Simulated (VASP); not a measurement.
# BaO (Fm-3m) in VASP: a series of runs

Runs on BaO. Level: LDA. Tasks: relaxation of cell and atoms.

Program: VASP 6.6.1. These are calculated values, not measurements. Logs are shortened: lines on timing, memory, paths and dates and some standing lists are left out, and cuts for length are marked.

## Step 1: The structure

Symmetry: Fm-3m, No. 225, cubic system. Conventional cell: a = 5.500 Å, b = 5.500 Å, c = 5.500 Å, α = 90.00°, β = 90.00°, γ = 90.00°. Ba (site symmetry m-3m) is surrounded by 6 O at 2.75 Å. O (site symmetry m-3m) has 6 Ba at 2.75 Å as nearest neighbours.

## Step 2: Relaxation of cell and atoms, LDA

INCAR

```
PREC = Accurate ; ENCUT = 600
EDIFF = 1E-6 ; ISMEAR = 0
SIGMA = 0.03 ; LREAL = F
LASPH = T ; NELM = 80
ALGO = Normal ; ISIF = 3
LWAVE = F ; LCHARG = F
GGA = CA ; IBRION = 2
NSW = 90 ; EDIFFG = -0.01
```

KPOINTS

```
regular mesh
0
Gamma
  8 8 8
```

POSCAR

```
BaO
1.0
    0.0000000000      2.7500000000      2.7500000000
    2.7500000000      0.0000000000      2.7500000000
    2.7500000000      2.7500000000      0.0000000000
Ba O
1 1
Direct
    0.0000000000      0.0000000000      0.0000000000
    0.5000000000      0.5000000000      0.5000000000
```

Potentials or basis: VASP PAW LDA potentials, release 64 (Ba_sv, O).

Started as:

```console
> cat potpaw_LDA.64/Ba_sv/POTCAR potpaw_LDA.64/O/POTCAR > POTCAR
> mpirun -np 1 vasp_std > vasp.out
```

OUTCAR:

```text
PREC = Accurate
   ENCUT = 600
   EDIFF = 1E-6
   ISMEAR = 0
   LREAL = F
   LASPH = T
   NELM = 80
   ISIF = 3
   GGA = CA
   IBRION = 2
   NSW = 90
   EDIFFG = -0.01

 ion  position               nearest neighbor table
   1  0.000  0.000  0.000-   2 2.75   2 2.75   2 2.75   2 2.75   2 2.75   2 2.75
   2  0.500  0.500  0.500-   1 2.75   1 2.75   1 2.75   1 2.75   1 2.75   1 2.75

  LATTYP: Found a face centered cubic cell.
 ALAT       =     5.5000000000

  Lattice vectors:

 A1 = (   0.0000000000,   2.7500000000,   2.7500000000)
 A2 = (   2.7500000000,   0.0000000000,   2.7500000000)
 A3 = (   2.7500000000,   2.7500000000,   0.0000000000)

Analysis of symmetry for initial positions (statically):
=====================================================================
 Subroutine PRICEL returns:
 Original cell was already a primitive cell.

 Routine SETGRP: Setting up the symmetry group for a
 face centered cubic supercell.

 Subroutine GETGRP returns: Found 48 space group operations
 (whereof 48 operations were pure point group operations)
 out of a pool of 48 trial point group operations.

The static configuration has the point symmetry O_h .

Analysis of symmetry for dynamics (positions and initial velocities):
=====================================================================
 Subroutine PRICEL returns:
 Original cell was already a primitive cell.

 Routine SETGRP: Setting up the symmetry group for a
 face centered cubic supercell.

 Subroutine GETGRP returns: Found 48 space group operations
 (whereof 48 operations were pure point group operations)
 out of a pool of 48 trial point group operations.

The dynamic configuration has the point symmetry O_h .

 Subroutine INISYM returns: Found 48 space group operations
 (whereof 48 operations are pure point group operations),
 and found     1 'primitive' translations

----------------------------------------------------------------------------------------

                                     Primitive cell

  volume of cell :      41.5938

  direct lattice vectors                    reciprocal lattice vectors
     0.000000000  2.750000000  2.750000000    -0.181818182  0.181818182  0.181818182
     2.750000000  0.000000000  2.750000000     0.181818182 -0.181818182  0.181818182
     2.750000000  2.750000000  0.000000000     0.181818182  0.181818182 -0.181818182

  length of vectors
     3.889087297  3.889087297  3.889087297     0.314918329  0.314918329  0.314918329

  position of ions in fractional coordinates (direct lattice)
     0.000000000  0.000000000  0.000000000
     0.500000000  0.500000000  0.500000000

  ion indices of the primitive-cell ions
   primitive index   ion index
                 1           1
                 2           2

----------------------------------------------------------------------------------------

 KPOINTS: regular mesh

Automatic generation of k-mesh.
 Grid dimensions read from file:
 generate k-points for:    8    8    8

 Generating k-lattice:

  Cartesian coordinates                     Fractional coordinates (reciprocal lattice)
    -0.022727273  0.022727273  0.022727273     0.125000000  0.000000000  0.000000000
     0.022727273 -0.022727273  0.022727273     0.000000000  0.125000000  0.000000000
     0.022727273  0.022727273 -0.022727273     0.000000000  0.000000000  0.125000000

  Length of vectors
     0.039364791  0.039364791  0.039364791

  Shift w.r.t. Gamma in fractional coordinates (k-lattice)
     0.000000000  0.000000000  0.000000000

 Subroutine IBZKPT returns following result:
 ===========================================

 Found     29 irreducible k-points:

 Following reciprocal coordinates:
            Coordinates               Weight
  0.000000  0.000000  0.000000      1.000000
  0.125000  0.000000  0.000000      8.000000
  0.250000  0.000000  0.000000      8.000000
  0.375000  0.000000  0.000000      8.000000
  0.500000  0.000000  0.000000      4.000000
  0.125000  0.125000  0.000000      6.000000
[... 16 lines left out ...]
  0.500000  0.250000  0.125000     48.000000
 -0.375000  0.250000  0.125000     24.000000
 [... further k-points ...]
   k-points           NKPTS =     29   k-points in BZ     NKDIM =     29   number of bands    NBANDS=     12
   number of dos      NEDOS =    301   number of ions     NIONS =      2
   total plane-waves  NPLWV =  32768
   dimension x,y,z NGX =    32 NGY =   32 NGZ =   32
   dimension x,y,z NGXF=    64 NGYF=   64 NGZF=   64
   ions per type =               1   1
   NGX,Y,Z   is equivalent  to a cutoff of  13.68, 13.68, 13.68 a.u.
   NGXF,Y,Z  is equivalent  to a cutoff of  27.36, 27.36, 27.36 a.u.
 SYSTEM =  unknown system
   PREC   = accura    normal or accurate (medium, high low for compatibility)
   ISTART =      0    job   : 0-new  1-cont  2-samecut
   ICHARG =      2    charge: 1-file 2-atom 10-const
   ISPIN  =      1    spin polarized calculation?
   LNONCOLLINEAR =      F non collinear calculations
   LSORBIT =      F    spin-orbit coupling
   LASPH  =      T    aspherical Exc in radial PAW
   ENCUT  =  600.0 eV  44.10 Ry    6.64 a.u.   7.77  7.77  7.77*2*pi/ulx,y,z
   NELM   =     80;   NELMIN=  2; NELMDL= -5     # of ELM steps
   EDIFF  = 0.1E-05   stopping-criterion for ELM
   LREAL  =      F    real-space projection
   EDIFFG = -.1E-01   stopping-criterion for IOM
   NSW    =     90    number of steps for IOM
   IBRION =      2    ionic relax: 0-MD 1-quasi-New 2-CG
   NFREE  =      1    steps in history (QN), initial steepest desc. (CG)
   ISIF   =      3    stress and relaxation
   ISYM   =      2    0-nonsym 1-usesym 2-fastsym
   POTIM  = 0.5000    time-step for ionic-motion
   TEBEG  =    0.0;   TEEND  =   0.0 temperature during run
   PSTRESS=    0.0 pullay stress
   NELECT =      16.0000    total number of electrons
   NUPDOWN=      -1.0000    fix difference up-down
   EMIN   =  10.00;   EMAX   =-10.00  energy-range for DOS
   EFERMI =   0.00;   METHOD = LEGACY
   ISMEAR =     0;   SIGMA  =   0.03  broadening in eV -4-tet -1-fermi 0-gaus
   EFERMI_NEDOS =   21; number of points for ismear=-14 and -15
   IALGO  =     38    algorithm
   IMIX   =      4    mixing-type and parameters
     AMIX     =   0.40;   BMIX     =  1.00
     AMIX_MAG =   1.60;   BMIX_MAG =  1.00
  volume/ion in A,a.u.               =      20.80       140.34
  Fermi-wavevector in a.u.,A,eV,Ry     =   1.190617  2.249940 19.287200  1.417569
  Thomas-Fermi vector in A             =   2.326698
   LORBIT       =      0    0 simple, 1 ext, 2 COOP (PROOUT), +10 PAW based schemes
   GGA     = CA    functional components
   LHFCALC =     F    Hartree Fock is set to
   AEXX    =    0.0000 exact exchange contribution
   IVDW    =     0    specifies the selected vdW correction
   LEPSILON=     F    determine dielectric tensor
   LRPA    =     F    only Hartree local field effects (RPA)
 conjugate gradient relaxation of ions
 non-spin polarized calculation
 Gauss-broadening in eV      SIGMA  =   0.03
  energy-cutoff  :      600.00
  volume of cell :       41.59
 maximum number of plane-waves:      1411
   NGX = 15   NGY = 15   NGZ = 15

--------------------------------------- Ionic step        1  -------------------------------------------

 number of electron      15.9999997 magnetization

 Free energy of the ion-electron system (eV)
  ---------------------------------------------------
  ext. energy  EPLUGINS =         0.00000000
  ---------------------------------------------------
  free energy    TOTEN  =       -13.11153863 eV

  energy without entropy =      -13.11153863  energy(sigma->0) =      -13.11153863

------------------------ aborting loop because EDIFF is reached ----------------------------------------

  FORCE on cell =-STRESS in cart. coord.  units (eV):
  Direction    XX          YY          ZZ          XY          YZ          ZX
  --------------------------------------------------------------------------------------
  -------------------------------------------------------------------------------------
  Total       -0.2555723     -0.2555723     -0.2555723      0.0000000     -0.0000000      0.0000000
  in kB       -9.8445584     -9.8445584     -9.8445584      0.0000000     -0.0000000      0.0000000
  external PRESSURE =      -9.8445584 kB  Pullay stress =       0.0000000 kB
[... 57 lines left out ...]
  energy  without entropy=      -13.1125861882  energy(sigma->0) =      -13.11258619

--------------------------------------- Ionic step        3  -------------------------------------------

 number of electron      15.9999997 magnetization

 Free energy of the ion-electron system (eV)
  ---------------------------------------------------
  ext. energy  EPLUGINS =         0.00000000
  ---------------------------------------------------
  free energy    TOTEN  =       -13.11306445 eV

  energy without entropy =      -13.11306445  energy(sigma->0) =      -13.11306445

 E-fermi :   1.9119     XC(G=0): -10.2200

 val. band max:        1.7783436302   @ k =   0.5000   0.5000   0.0000
 cond. band min:       3.4774346750   @ k =   0.5000   0.5000   0.0000
 fundamental gap:      1.6990910449
 Fermi energy:         1.9118548776

 k-point     1 :       0.0000    0.0000    0.0000
  band No.  band energies     occupation
      1     -23.9874      2.00000
      2     -13.0194      2.00000
      3      -8.4306      2.00000
      4      -8.4306      2.00000
      5      -8.4306      2.00000
      6       1.3225      2.00000
      7       1.3225      2.00000
      8       1.3225      2.00000
      9       5.2392      0.00000
     10       6.3509      0.00000
     11       6.3509      0.00000
     12       6.3509      0.00000
[... 331 lines left out ...]
 k-point    24 :      -0.3750    0.2500    0.1250
  band No.  band energies     occupation
      1     -23.6382      2.00000
      2     -13.7047      2.00000
      3      -9.1495      2.00000
      4      -9.1263      2.00000
      5      -8.5342      2.00000
      6       0.0491      2.00000
      7       0.7344      2.00000
      8       0.7999      2.00000
      9       6.5275      0.00000
     10       7.1489      0.00000
     11       9.7293      0.00000
     12       9.7829      0.00000

 [... further k-points ...]

------------------------ aborting loop because EDIFF is reached ----------------------------------------

  FORCE on cell =-STRESS in cart. coord.  units (eV):
  Direction    XX          YY          ZZ          XY          YZ          ZX
  --------------------------------------------------------------------------------------
  -------------------------------------------------------------------------------------
  Total       -0.0002783     -0.0002783     -0.0002783     -0.0000000      0.0000000     -0.0000000
  in kB       -0.0108467     -0.0108467     -0.0108467     -0.0000000      0.0000000     -0.0000000
  external PRESSURE =      -0.0108467 kB  Pullay stress =       0.0000000 kB
[... 17 lines left out ...]
  FREE ENERGIE OF THE ION-ELECTRON SYSTEM (eV)
  ---------------------------------------------------
  free  energy   TOTEN  =       -13.1130644511 eV

  energy  without entropy=      -13.1130644511  energy(sigma->0) =      -13.11306445

 reached required accuracy - stopping structural energy minimisation
```

It took 15 s on 1 thread of Intel Xeon 6975P-C (Granite Rapids), shared host; peak memory 0.16 GiB.

What came out:

| Item | Value |
| --- | --- |
| Free energy | -13.1131 eV |
| Relaxed volume | 20.55 Å³/atom |
| Relaxed cell | a = 3.874 Å, b = 3.874 Å, c = 3.874 Å, α = 60.00°, β = 60.00°, γ = 60.00° |
| Space group after relaxing (to 0.05 Å) | Fm-3m (No. 225) |
| Energy gained by relaxing | 0.8 meV/atom |
| Ionic steps | 3 |
| Pressure after relaxing | 0.0 GPa |
| Band gap on the k mesh | 1.70 eV, direct |

The path:
| step | energy change (eV) | largest force (eV/Å) | pressure (GPa) | volume (Å³) |
| --- | --- | --- | --- | --- |
| 1 | 0.0000 | 0.0000 | -0.98 | 41.59 |
| 2 | -0.0010 | 0.0000 | 0.57 | 40.83 |
| 3 | -0.0015 | 0.0000 | 0.00 | 41.10 |

Final structure:
```cif
data_structure
_symmetry_space_group_name_H-M 'P 1'
_symmetry_Int_Tables_number 1
_cell_length_a 3.8737
_cell_length_b 3.8737
_cell_length_c 3.8737
_cell_angle_alpha 60.000
_cell_angle_beta 60.000
_cell_angle_gamma 60.000
_cell_volume 41.10
loop_
_atom_site_label
_atom_site_type_symbol
_atom_site_fract_x
_atom_site_fract_y
_atom_site_fract_z
_atom_site_occupancy
Ba1 Ba 0.00000 0.00000 0.00000 1
O1 O 0.50000 0.50000 0.50000 1
```

Levels at points of the mesh, in eV from the valence-band top:
| k point | band 6 | band 7 | band 8 | band 9 | band 10 | band 11 |
| --- | --- | --- | --- | --- | --- | --- |
| (0.00, 0.00, 0.00) | -0.46 | -0.46 | -0.46 | 3.46 | 4.57 | 4.57 |
| (0.50, 0.00, 0.00) | -2.22 | -1.68 | -1.68 | 4.85 | 7.22 | 7.22 |
| (0.50, 0.50, 0.00) | -0.22 | -0.22 | 0.00 | 1.70 | 6.07 | 9.06 |

Caveat: spin-orbit coupling is left out, which moves the levels of the heavy elements. Zero-point motion and thermal expansion aren't in these numbers.

## Step 3: Relaxation of cell and atoms, LDA

This run uses another cell than the first one, of 20.55 Å³/atom, 0.988 times its volume.

INCAR

```
PREC = Accurate ; ENCUT = 600
EDIFF = 1E-7 ; ISMEAR = 0
SIGMA = 0.03 ; LREAL = F
LASPH = T ; NELM = 80
ALGO = Normal ; ISIF = 3
LWAVE = F ; LCHARG = F
GGA = CA ; IBRION = 2
NSW = 90 ; EDIFFG = -0.005
```

KPOINTS is that of step 2.

POSCAR

```
BaO                                     
1.0
    0.0000000000      2.7391047487      2.7391047487
    2.7391047487     -0.0000000000      2.7391047487
    2.7391047487      2.7391047487      0.0000000000
  Ba              O             
     1     1
Direct
     0.0000000000000000    0.0000000000000000    0.0000000000000000
     0.5000000000000000    0.5000000000000000    0.5000000000000000
```

Potentials or basis: VASP PAW LDA potentials, release 64 (Ba_sv, O).

Started as:

```console
> cat potpaw_LDA.64/Ba_sv/POTCAR potpaw_LDA.64/O/POTCAR > POTCAR
> mpirun -np 1 vasp_std > vasp.out
```

It took 7.8 s on 1 thread of Intel Xeon 6975P-C (Granite Rapids), shared host; peak memory 0.16 GiB.

It converged, with:

```
Free energy             : -13.1126 eV
Pressure after relaxing : 0.0 GPa
Band gap on the k mesh  : 1.70 eV, direct
```

Final structure:
```
CELL_PARAMETERS angstrom
0.00000 2.73910 2.73910
2.73910 0.00000 2.73910
2.73910 2.73910 0.00000
ATOMIC_POSITIONS crystal
Ba 0.00000 0.00000 0.00000
O 0.50000 0.50000 0.50000
```

Levels at points of the mesh, in eV from the valence-band top:
```tsv
k point	band 4	band 5	band 6	band 7	band 8	band 9	band 10	band 11	band 12
(0.00, 0.00, 0.00)	-10.21	-10.21	-0.46	-0.46	-0.46	3.46	4.57	4.57	4.57
(0.50, 0.00, 0.00)	-10.34	-10.34	-2.22	-1.68	-1.68	4.85	7.22	7.22	8.13
(0.50, 0.50, 0.00)	-10.88	-10.88	-0.22	-0.22	0.00	1.70	6.07	9.06	9.36
```

Caveat: the relaxation stopped at its first step, so nothing moved; spin-orbit coupling is left out, which moves the levels of the heavy elements. Expect the measured gap to be larger: semilocal functionals such as LDA lack the derivative discontinuity.
